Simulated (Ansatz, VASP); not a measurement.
**Mn3Sn: VASP beside Ansatz**

```xyz
8
Lattice="5.5942 0.0000 0.0000 -2.7971 4.8447 0.0000 0.0000 0.0000 4.4890" Properties=species:S:1:pos:R:3 pbc="T T T"
Mn    2.7971    3.2800    1.1222
Mn   -1.4420    4.0623    3.3667
Mn    1.3551    0.7823    1.1222
Mn    0.0000    1.5647    3.3667
Mn    4.2391    0.7823    1.1222
Mn    1.4420    4.0623    3.3667
Sn    0.0000    3.2298    1.1222
Sn    2.7971    1.6149    3.3667
```

Alike in both runs: functional PBE; k mesh 6 × 6 × 4; occupations gaussian, width 0.1 eV; collinear spin.

Ansatz relaxed the structure, and its values are those at the end. VASP's run is a single point on that final structure, the one shown.

|  | VASP | Ansatz |
| --- | --- | --- |
| version | VASP 6.6.1 | Ansatz 0.2.0 |
| potentials or method | VASP PAW PBE potentials, release 64 (Mn_pv, Sn_d) | scalar-relativistic, plane waves, PAW |
| plane-wave cutoff (eV) | 520 | 420 |
| valence electrons in the cell | 106 | 118 |

|  | VASP | Ansatz | Ansatz less VASP |
| --- | --- | --- | --- |
| gap on the k mesh at the Fermi level (eV) | none | none | - |
| pressure (GPa) | -0.2 | -0.3 | -0.11 |
| rms of the force components (eV/Å) | 0.007 | 0.005 | -0.0020 |
| net moment per atom (μB) | 2.29 | 2.28 | -0.004 |
| size of the moment on the site where the two differ most (μB) | 0.19 | 0.12 | -0.062 |

Site moments also hang on the region over which each program counts them. A gap of «none» marks a metal or a gap that the smearing closes. The two sets of potentials don't hold the same shells in valence.
